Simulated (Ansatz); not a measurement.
Density of states of LiNbO3 (R3c, a = 5.190 Å, b = 5.190 Å, c = 14.014 Å, α = 90.00°, β = 90.00°, γ = 120.00°), in states per eV and primitive cell, averaged over bins of 0.4 eV. The calculation used DFT PBE, scalar-relativistic, plane waves, PAW (Ansatz).

Cutoff 420 eV; k points 6×6×6 on the computed 10-atom cell (Γ-centred); Gaussian smearing, width 0.02 eV; no spin polarisation.

The cell is relaxed at this level. The states (both spins) are summed by tetrahedra on a 9×9×9 mesh at the self-consistent density. Energies are bin centres; the table starts no lower than −8 eV and ends at 6 eV, or lower where the solved bands end.

The gap is 3.54 eV at this level, with the zero inside it.

```csv
E − E_F (eV),total,O 2p,Nb 4d,O 2s,Li 2s
-6.05,8.31,5.27,2.67,0.04,0.08
-5.65,7.32,4.91,2.03,0.06,0.06
-5.25,6.41,4.44,1.64,0.08,0.05
-4.85,6.84,4.92,1.52,0.11,0.06
-4.45,6.99,5.25,1.38,0.11,0.05
-4.05,6.96,5.42,1.20,0.09,0.04
-3.65,5.33,4.35,0.70,0.07,0.05
-3.25,7.05,6.02,0.66,0.09,0.07
-2.85,8.96,8.03,0.57,0.08,0.05
-2.45,12.39,11.51,0.50,0.07,0.05
-2.05,13.01,12.49,0.25,0.03,0.04
-1.65,0.42,0.41,0.00,0.00,0.00
-1.25,0.00,0.00,0.00,0.00,0.00
-0.85,0.00,0.00,0.00,0.00,0.00
-0.45,0.00,0.00,0.00,0.00,0.00
-0.05,0.00,0.00,0.00,0.00,0.00
0.35,0.00,0.00,0.00,0.00,0.00
0.75,0.00,0.00,0.00,0.00,0.00
1.15,0.00,0.00,0.00,0.00,0.00
1.55,0.00,0.00,0.00,0.00,0.00
1.95,6.06,1.06,4.72,0.08,0.03
2.35,4.84,1.06,3.55,0.05,0.02
2.75,6.44,1.65,4.45,0.08,0.06
3.15,7.88,2.17,5.16,0.09,0.16
3.55,4.78,1.39,2.98,0.05,0.15
3.95,0.00,0.00,0.00,0.00,0.00
4.35,0.00,0.00,0.00,0.00,0.00
4.75,0.00,0.00,0.00,0.00,0.00
5.15,0.00,0.00,0.00,0.00,0.00
5.55,2.67,0.42,1.45,0.42,0.11
```

The columns after the total are the main Löwdin projections on the occupied valence shells of the potentials; 3 others are left out. The rest of the total lies in those, in shells that are empty in the free atom, which aren't projected, and between the atoms.

Cost: 1 run of about 1.7 core-minutes, on Intel Xeon 6975P-C (Granite Rapids) (shared hosts).